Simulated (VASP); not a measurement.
# BN (P6_3/mmc) in VASP: further runs

One crystal, BN, is run at these levels: PBE+D3(BJ); tasks: relaxation of shape and atoms at fixed volume.

All numbers are computed with VASP 6.6.1; they aren't measurements. Logs are shortened: lines on timing, memory, paths and dates and some standing lists are left out, and cuts for length are marked.

**1. The undisturbed crystal**

Symmetry: P6_3/mmc, No. 194, hexagonal system. The conventional cell has a = 2.498 Å, b = 2.498 Å, c = 6.636 Å, α = 90.00°, β = 90.00°, γ = 120.00°. B (site symmetry -6m2) is surrounded by 3 N at 1.44 Å. N (site symmetry -6m2) has 3 B at 1.44 Å as nearest neighbours.

**2. Relaxation of shape and atoms at fixed volume, PBE+D3(BJ) (a relaxed cell with its volume scaled by 1.03)**

Contents of INCAR:

```
  PREC = Accurate
  ENCUT = 700
  EDIFF = 1E-7
  ISMEAR = 0
  SIGMA = 0.02
  LREAL = False
  LASPH = True
  NELM = 80
  ALGO = Normal
  ISIF = 4
  LWAVE = False
  LCHARG = False
  GGA = PE
  IVDW = 12
  IBRION = 2
  NSW = 80
  EDIFFG = -0.002
```

Contents of KPOINTS:

```
regular mesh
0
Gamma
  15 15 6
```

Contents of POSCAR:

```
BN                                      
1.0
    2.5312812182      0.0000000000      0.0000000000
   -1.2656406091      2.1921538343      0.0000000000
    0.0000000000      0.0000000000      6.6252660268
  B               N             
     2     2
Direct
     0.3333333300000021    0.6666666699999979    0.2500000000000000
     0.6666666699999979    0.3333333300000021    0.7500000000000000
     0.3333333300000021    0.6666666699999979    0.7500000000000000
     0.6666666699999979    0.3333333300000021    0.2500000000000000
```

Potentials or basis: VASP PAW PBE potentials, release 64 (B, N).

On the command line:

```
> cat potpaw_PBE.64/B/POTCAR potpaw_PBE.64/N/POTCAR > POTCAR
> mpirun -np 1 vasp_std > vasp.out
```

OUTCAR:

```text
PREC = Accurate
   ENCUT = 700
   EDIFF = 1E-7
   ISMEAR = 0
   LREAL = False
   LASPH = True
   NELM = 80
   ISIF = 4
   GGA = PE
   IVDW = 12
   IBRION = 2
   NSW = 80
   EDIFFG = -0.002
 IVDW          = 12

 ion  position               nearest neighbor table
   1  0.333  0.667  0.250-   4 1.46   4 1.46   4 1.46
   2  0.667  0.333  0.750-   3 1.46   3 1.46   3 1.46
   3  0.333  0.667  0.750-   2 1.46   2 1.46   2 1.46
   4  0.667  0.333  0.250-   1 1.46   1 1.46   1 1.46

  LATTYP: Found a hexagonal cell.
 ALAT       =     2.5312812182
 C/A-ratio  =     2.6173567675

  Lattice vectors:

 A1 = (   2.5312812182,   0.0000000000,   0.0000000000)
 A2 = (  -1.2656406091,   2.1921538343,   0.0000000000)
 A3 = (   0.0000000000,   0.0000000000,   6.6252660268)

Analysis of symmetry for initial positions (statically):
=====================================================================
 Subroutine PRICEL returns:
 Original cell was already a primitive cell.

 Routine SETGRP: Setting up the symmetry group for a
 hexagonal supercell.

 Subroutine GETGRP returns: Found 24 space group operations
 (whereof 12 operations were pure point group operations)
 out of a pool of 24 trial point group operations.

The static configuration has the point symmetry D_3d.
 The point group associated with its full space group is D_6h.

Analysis of symmetry for dynamics (positions and initial velocities):
=====================================================================
 Subroutine PRICEL returns:
 Original cell was already a primitive cell.

 Routine SETGRP: Setting up the symmetry group for a
 hexagonal supercell.

 Subroutine GETGRP returns: Found 24 space group operations
 (whereof 12 operations were pure point group operations)
 out of a pool of 24 trial point group operations.

The dynamic configuration has the point symmetry D_3d.
 The point group associated with its full space group is D_6h.

 Subroutine INISYM returns: Found 24 space group operations
 (whereof 12 operations are pure point group operations),
 and found     1 'primitive' translations

----------------------------------------------------------------------------------------

                                     Primitive cell

  volume of cell :      36.7633

  direct lattice vectors                    reciprocal lattice vectors
     2.531281218  0.000000000  0.000000000     0.395056856  0.228086183  0.000000000
    -1.265640609  2.192153834  0.000000000     0.000000000  0.456172365  0.000000000
     0.000000000  0.000000000  6.625266027     0.000000000  0.000000000  0.150937335

  length of vectors
     2.531281218  2.531281214  6.625266027     0.456172365  0.456172365  0.150937335

  position of ions in fractional coordinates (direct lattice)
     0.333333330  0.666666670  0.250000000
     0.666666670  0.333333330  0.750000000
     0.333333330  0.666666670  0.750000000
     0.666666670  0.333333330  0.250000000

  ion indices of the primitive-cell ions
   primitive index   ion index
                 1           1
                 2           2
                 3           3
                 4           4

----------------------------------------------------------------------------------------

 KPOINTS: regular mesh

Automatic generation of k-mesh.
 Grid dimensions read from file:
 generate k-points for:   15   15    6

 Generating k-lattice:

  Cartesian coordinates                     Fractional coordinates (reciprocal lattice)
     0.026337124  0.015205746  0.000000000     0.066666667  0.000000000  0.000000000
     0.000000000  0.030411491  0.000000000     0.000000000  0.066666667  0.000000000
     0.000000000  0.000000000  0.025156223     0.000000000  0.000000000  0.166666667

  Length of vectors
     0.030411491  0.030411491  0.025156223

  Shift w.r.t. Gamma in fractional coordinates (k-lattice)
     0.000000000  0.000000000  0.000000000

 Subroutine IBZKPT returns following result:
 ===========================================

 Found    108 irreducible k-points:

 Following reciprocal coordinates:
            Coordinates               Weight
  0.000000  0.000000  0.000000      1.000000
  0.066667  0.000000  0.000000      6.000000
  0.133333  0.000000  0.000000      6.000000
  0.200000  0.000000  0.000000      6.000000
  0.266667  0.000000  0.000000      6.000000
  0.333333  0.000000  0.000000      6.000000
[... 16 lines left out ...]
  0.333333  0.200000  0.000000     12.000000
  0.400000  0.200000  0.000000      6.000000
 [... further k-points ...]
   k-points           NKPTS =    108   k-points in BZ     NKDIM =    108   number of bands    NBANDS=     12
   number of dos      NEDOS =    301   number of ions     NIONS =      4
   total plane-waves  NPLWV =  34560
[... 32 lines left out ...]
   IALGO  =     38    algorithm
   IMIX   =      4    mixing-type and parameters
     AMIX     =   0.40;   BMIX     =  1.00
     AMIX_MAG =   1.60;   BMIX_MAG =  1.00
  volume/ion in A,a.u.               =       9.19        62.02
  Fermi-wavevector in a.u.,A,eV,Ry     =   1.240633  2.344456 20.941674  1.539170
  Thomas-Fermi vector in A             =   2.375065
   LORBIT       =      0    0 simple, 1 ext, 2 COOP (PROOUT), +10 PAW based schemes
   GGA     = PE    functional components
   LHFCALC =     F    Hartree Fock is set to
   AEXX    =    0.0000 exact exchange contribution
   IVDW    =    12    specifies the selected vdW correction
   LEPSILON=     F    determine dielectric tensor
   LRPA    =     F    only Hartree local field effects (RPA)
 conjugate gradient relaxation of ions
 non-spin polarized calculation
 Gauss-broadening in eV      SIGMA  =   0.02
  energy-cutoff  :      700.00
  volume of cell :       36.76
 maximum number of plane-waves:      1600
 NGX is ok and might be reduce to    24
   NGX = 11   NGY = 11   NGZ = 29

--------------------------------------- Ionic step        1  -------------------------------------------

 number of electron      15.9999999 magnetization

 Free energy of the ion-electron system (eV)
  ---------------------------------------------------
  ext. energy  EPLUGINS =         0.00000000
  ---------------------------------------------------
  free energy    TOTEN  =       -35.15750294 eV

  energy without entropy =      -35.15750294  energy(sigma->0) =      -35.15750294

 E-fermi :   2.2968     XC(G=0): -10.0187

 val. band max:        2.1889919554   @ k =   0.3333   0.2667   0.0000
 cond. band min:       6.4151292727   @ k =   0.4667   0.0667   0.0000
 fundamental gap:      4.2261373173
 Fermi energy:         2.2968430026

 k-point     1 :       0.0000    0.0000    0.0000
  band No.  band energies     occupation
      1     -15.4569      2.00000
      2     -15.1544      2.00000
      3      -3.9137      2.00000
      4      -1.7423      2.00000
      5       0.7856      2.00000
      6       0.7856      2.00000
      7       0.8256      2.00000
      8       0.8256      2.00000
      9       7.4227      0.00000
     10      12.3760      0.00000
     11      13.4346      0.00000
     12      13.4504      0.00000
[... 333 lines left out ...]
      1     -12.0253      2.00000
      2     -11.9668      2.00000
      3      -6.1733      2.00000
      4      -6.0838      2.00000
      5      -3.7231      2.00000
      6      -3.6404      2.00000
      7       1.3285      2.00000
      8       2.0899      2.00000
      9       6.6709      0.00000
     10       7.4573      0.00000
     11      13.6465      0.00000
     12      14.0646      0.00000

 [... further k-points ...]

------------------------ aborting loop because EDIFF is reached ----------------------------------------

 Edisp (eV)   -0.55396

 E8    (eV) :    -0.1623

  FORCE on cell =-STRESS in cart. coord.  units (eV):
  Direction    XX          YY          ZZ          XY          YZ          ZX
  --------------------------------------------------------------------------------------
  -------------------------------------------------------------------------------------
  Total      -2.33124    -2.33124    -0.06254     0.00000    -0.00000     0.00000
  in kB    -101.59735  -101.59735    -2.72539     0.00000    -0.00000     0.00000
  external pressure =      -68.64 kB  Pullay stress =        0.00 kB

 VOLUME and BASIS-vectors are now :
 -----------------------------------------------------------------------------
  energy-cutoff  :      700.00
  volume of cell :       36.76
      direct lattice vectors                 reciprocal lattice vectors
     2.531281218  0.000000000  0.000000000     0.395056856  0.228086183  0.000000000
    -1.265640609  2.192153834  0.000000000     0.000000000  0.456172365  0.000000000
     0.000000000  0.000000000  6.625266027     0.000000000  0.000000000  0.150937335

 POSITION                                       TOTAL-FORCE (eV/Angst)
 -----------------------------------------------------------------------------------
     -0.00000      1.46144      1.65632         0.000000      0.000000      0.000000
      1.26564      0.73072      4.96895        -0.000000     -0.000000      0.000000
     -0.00000      1.46144      4.96895         0.000000     -0.000000      0.000000
      1.26564      0.73072      1.65632        -0.000000      0.000000      0.000000
 -----------------------------------------------------------------------------------
    total drift:                               -0.000002      0.000001      0.000000

  FREE ENERGIE OF THE ION-ELECTRON SYSTEM (eV)
  ---------------------------------------------------
  free  energy   TOTEN  =       -35.7114585559 eV

  energy  without entropy=      -35.7114585559  energy(sigma->0) =      -35.71145856

--------------------------------------- Ionic step        2  -------------------------------------------

 number of electron      15.9999999 magnetization

 Free energy of the ion-electron system (eV)
  ---------------------------------------------------
  ext. energy  EPLUGINS =         0.00000000
  ---------------------------------------------------
  free energy    TOTEN  =       -35.18037611 eV

  energy without entropy =      -35.18037611  energy(sigma->0) =      -35.18037611

 E-fermi :   2.3085     XC(G=0):  -9.9545

 val. band max:        2.1408025478   @ k =   0.3333   0.2667   0.0000
 cond. band min:       6.4575260983   @ k =   0.4667   0.0667   0.0000
 fundamental gap:      4.3167235505
 Fermi energy:         2.3084728456

 k-point     1 :       0.0000    0.0000    0.0000
  band No.  band energies     occupation
      1     -15.6276      2.00000
      2     -15.3667      2.00000
      3      -3.9967      2.00000
      4      -2.0260      2.00000
      5       0.7874      2.00000
      6       0.7874      2.00000
      7       0.8190      2.00000
      8       0.8190      2.00000
      9       7.2906      0.00000
     10      12.2403      0.00000
     11      13.6357      0.00000
     12      13.6403      0.00000
[... 333 lines left out ...]
      1     -12.1193      2.00000
      2     -12.0704      2.00000
      3      -6.3106      2.00000
      4      -6.2346      2.00000
      5      -3.8032      2.00000
      6      -3.7372      2.00000
      7       1.3388      2.00000
      8       2.0247      2.00000
      9       6.7085      0.00000
     10       7.4340      0.00000
     11      13.8134      0.00000
     12      14.1869      0.00000

 [... further k-points ...]

------------------------ aborting loop because EDIFF is reached ----------------------------------------

 Edisp (eV)   -0.55177

 E8    (eV) :    -0.1613

  FORCE on cell =-STRESS in cart. coord.  units (eV):
  Direction    XX          YY          ZZ          XY          YZ          ZX
  --------------------------------------------------------------------------------------
  -------------------------------------------------------------------------------------
  Total      -0.17114    -0.17114    -0.17918     0.00000    -0.00000     0.00000
  in kB      -7.45839    -7.45839    -7.80903     0.00000    -0.00000     0.00000
  external pressure =       -7.58 kB  Pullay stress =        0.00 kB

 VOLUME and BASIS-vectors are now :
 -----------------------------------------------------------------------------
  energy-cutoff  :      700.00
  volume of cell :       36.76
      direct lattice vectors                 reciprocal lattice vectors
     2.508401625  0.000000000  0.000000000     0.398660242  0.230166599 -0.000000000
    -1.254200813  2.172339526 -0.000000000     0.000000000  0.460333198  0.000000000
     0.000000000 -0.000000000  6.746677764     0.000000000  0.000000000  0.148221100

 POSITION                                       TOTAL-FORCE (eV/Angst)
 -----------------------------------------------------------------------------------
     -0.00000      1.44823      1.68667        -0.000000     -0.000000      0.000000
      1.25420      0.72411      5.06001         0.000000     -0.000000      0.000000
     -0.00000      1.44823      5.06001        -0.000000      0.000000      0.000000
      1.25420      0.72411      1.68667         0.000000      0.000000      0.000000
 -----------------------------------------------------------------------------------
    total drift:                               -0.000002      0.000001      0.000000

  FREE ENERGIE OF THE ION-ELECTRON SYSTEM (eV)
  ---------------------------------------------------
  free  energy   TOTEN  =       -35.7321449992 eV

  energy  without entropy=      -35.7321449992  energy(sigma->0) =      -35.73214500

 reached required accuracy - stopping structural energy minimisation
```

It took 78 s on 1 thread of Intel Xeon Platinum 8488C (Sapphire Rapids), shared host; peak memory 0.23 GiB.

What came out:

```yaml
Free_energy: -35.7321 eV
Energy_gained_by_relaxing: 5.2 meV/atom
Ionic_steps: 2
Pressure_after_relaxing: -0.8 GPa
Band_gap_on_the_k_mesh: 4.32 eV, indirect (least direct gap 4.63 eV)
Dispersion_energy_per_atom: -0.138 eV
```

The path:
```
step  energy change (eV)  largest force (eV/Å)  pressure (GPa)  volume (Å³)
   1              0.0000                0.0000           -6.86        36.76
   2             -0.0207                0.0000           -0.76        36.76
```

Final structure:
```
B N
1.0
     2.50840    0.00000    0.00000
    -1.25420    2.17234    0.00000
     0.00000    0.00000    6.74668
B N
2 2
Direct
  0.33333 0.66667 0.25000
  0.66667 0.33333 0.75000
  0.33333 0.66667 0.75000
  0.66667 0.33333 0.25000
```

Levels at points of the mesh, in eV from the valence-band top:
| k point | band 4 | band 5 | band 6 | band 7 | band 8 | band 9 | band 10 | band 11 | band 12 |
| --- | --- | --- | --- | --- | --- | --- | --- | --- | --- |
| (0.00, 0.00, 0.00) | -4.17 | -1.35 | -1.35 | -1.32 | -1.32 | 5.15 | 10.10 | 11.49 | 11.50 |
| (0.00, 0.00, 0.50) | -5.26 | -1.34 | -1.34 | -1.34 | -1.34 | 7.42 | 7.42 | 11.55 | 11.55 |

Caveat: an odd mesh through Γ misses points on the zone boundary, where band edges often lie.

**3. Relaxation of shape and atoms at fixed volume, PBE+D3(BJ) (a relaxed cell with its volume scaled by 0.94)**

INCAR is that of step 2.

KPOINTS is that of step 2.

Changes to POSCAR since step 2:

```diff
@@ -2,5 +2,5 @@
 1.0
-    2.5312812182      0.0000000000      0.0000000000
-   -1.2656406091      2.1921538343      0.0000000000
-    0.0000000000      0.0000000000      6.6252660268
+    2.4552964715      0.0000000000      0.0000000000
+   -1.2276482357      2.1263491134      0.0000000000
+    0.0000000000      0.0000000000      6.4263868357
   B               N
```

Potentials or basis: VASP PAW PBE potentials, release 64 (B, N).

On the command line:

```
> cat potpaw_PBE.64/B/POTCAR potpaw_PBE.64/N/POTCAR > POTCAR
> mpirun -np 1 vasp_std > vasp.out
```

OUTCAR:

```text
PREC = Accurate
   ENCUT = 700
   EDIFF = 1E-7
   ISMEAR = 0
   LREAL = False
   LASPH = True
   NELM = 80
   ISIF = 4
   GGA = PE
   IVDW = 12
   IBRION = 2
   NSW = 80
   EDIFFG = -0.002
 IVDW          = 12

 ion  position               nearest neighbor table
   1  0.333  0.667  0.250-   4 1.42   4 1.42   4 1.42
   2  0.667  0.333  0.750-   3 1.42   3 1.42   3 1.42
   3  0.333  0.667  0.750-   2 1.42   2 1.42   2 1.42
   4  0.667  0.333  0.250-   1 1.42   1 1.42   1 1.42

  LATTYP: Found a hexagonal cell.
 ALAT       =     2.4552964715
 C/A-ratio  =     2.6173567674

  Lattice vectors:

 A1 = (   2.4552964715,   0.0000000000,   0.0000000000)
 A2 = (  -1.2276482357,   2.1263491134,   0.0000000000)
 A3 = (   0.0000000000,   0.0000000000,   6.4263868357)

Analysis of symmetry for initial positions (statically):
=====================================================================
 Subroutine PRICEL returns:
[... 271 lines left out ...]
  free energy    TOTEN  =       -35.09833829 eV

  energy without entropy =      -35.09833829  energy(sigma->0) =      -35.09833829

 E-fermi :   3.0378     XC(G=0): -10.5381

 val. band max:        2.9389474168   @ k =   0.3333   0.2667   0.0000
 cond. band min:       7.1241257179   @ k =   0.4667   0.0667   0.0000
 fundamental gap:      4.1851783011
 Fermi energy:         3.0377562496

 k-point     1 :       0.0000    0.0000    0.0000
  band No.  band energies     occupation
      1     -15.0448      2.00000
      2     -14.5555      2.00000
      3      -3.7010      2.00000
      4      -0.7673      2.00000
      5       1.5376      2.00000
      6       1.5376      2.00000
      7       1.6106      2.00000
      8       1.6106      2.00000
      9       8.6443      0.00000
     10      14.0088      0.00000
     11      14.4055      0.00000
     12      14.4055      0.00000
[... 331 lines left out ...]
 k-point    24 :       0.4000    0.2000    0.0000
  band No.  band energies     occupation
      1     -11.4143      2.00000
      2     -11.3178      2.00000
      3      -5.6294      2.00000
      4      -5.4862      2.00000
      5      -3.1022      2.00000
      6      -2.9644      2.00000
      7       1.8224      2.00000
      8       2.8728      2.00000
      9       7.4680      0.00000
     10       8.5444      0.00000
     11      14.7783      0.00000
     12      14.7990      0.00000

 [... further k-points ...]

------------------------ aborting loop because EDIFF is reached ----------------------------------------

 Edisp (eV)   -0.61537

 E8    (eV) :    -0.1816
[... 27 lines left out ...]
  FREE ENERGIE OF THE ION-ELECTRON SYSTEM (eV)
  ---------------------------------------------------
  free  energy   TOTEN  =       -35.7137097127 eV

  energy  without entropy=      -35.7137097127  energy(sigma->0) =      -35.71370971

 reached required accuracy - stopping structural energy minimisation
```

Run time: 96 s. Hardware: 1 thread of Intel Xeon Platinum 8488C (Sapphire Rapids), shared host; peak memory 0.22 GiB.

Results:

| Quantity | Value |
| --- | --- |
| Free energy | -35.7137 eV |
| Energy gained by relaxing | 23.2 meV/atom |
| Ionic steps | 3 |
| Pressure after relaxing | 2.5 GPa |
| Band gap on the k mesh | 4.19 eV, indirect (least direct gap 4.48 eV) |
| Dispersion energy per atom | -0.154 eV |

The path:
| step | energy change (eV) | largest force (eV/Å) | pressure (GPa) | volume (Å³) |
| --- | --- | --- | --- | --- |
| 1 | 0.0000 | 0.0000 | 16.97 | 33.55 |
| 2 | -0.0912 | 0.0000 | 0.76 | 33.55 |
| 3 | -0.0927 | 0.0000 | 2.52 | 33.55 |

Final structure:
```
B N
1.0
     2.50090    0.00000    0.00000
    -1.25045    2.16584    0.00000
     0.00000    0.00000    6.19416
B N
2 2
Direct
  0.33333 0.66667 0.25000
  0.66667 0.33333 0.75000
  0.33333 0.66667 0.75000
  0.66667 0.33333 0.25000
```

Levels at points of the mesh, in eV from the valence-band top:
| k point | band 4 | band 5 | band 6 | band 7 | band 8 | band 9 | band 10 | band 11 | band 12 |
| --- | --- | --- | --- | --- | --- | --- | --- | --- | --- |
| (0.00, 0.00, 0.00) | -3.71 | -1.40 | -1.40 | -1.33 | -1.33 | 5.71 | 11.07 | 11.47 | 11.47 |
| (0.00, 0.00, 0.50) | -5.36 | -1.36 | -1.36 | -1.36 | -1.36 | 8.45 | 8.45 | 11.57 | 11.57 |

Caveat: an odd mesh through Γ misses points on the zone boundary, where band edges often lie.

(Continued in part 2 of 2.)
